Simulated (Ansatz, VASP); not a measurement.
## Two plane-wave programs on CsPbBr3

```
Cs Pb Br
1.0
     5.95020    0.71542    0.71542
     0.71542    5.95020    0.71542
     0.71542    0.71542    5.95020
Cs Pb Br
1 1 3
Direct
  0.00000 0.00000 0.00000
  0.50000 0.50000 0.50000
  0.00000 0.50000 0.50000
  0.50000 0.00000 0.50000
  0.50000 0.50000 0.00000
```

Alike in both runs: task single point; functional PBEsol; k mesh 6 × 6 × 6; occupations gaussian, width 0.05 eV; no spin polarisation.

|  | VASP | Ansatz |
| --- | --- | --- |
| version | VASP 6.6.1 | Ansatz 0.2.0 |
| potentials or method | VASP PAW PBE potentials, release 64 (Cs_sv, Pb_d, Br) | scalar-relativistic, plane waves, PAW |
| plane-wave cutoff (eV) | 520 | 420 |
| valence electrons in the cell | 44 | 44 |

VASP gave:

- gap on the k mesh at the Fermi level (eV): 1.56
- least direct gap on the mesh (eV): 1.56
- pressure (GPa): -0.2
- largest component of the traceless stress (GPa): 1.35

**Question.** Estimate Ansatz's values.

**Answer.** gap on the k mesh at the Fermi level (eV): 1.56; least direct gap on the mesh (eV): 1.56; pressure (GPa): -0.2; largest component of the traceless stress (GPa): 1.34.

Caveats: the PAW data sets were made with another functional, which shifts forces and pressure a little (VASP); spin-orbit coupling is left out, which as a rule narrows the gap of such compounds by several tenths of an eV. A k mesh can miss the band edges.
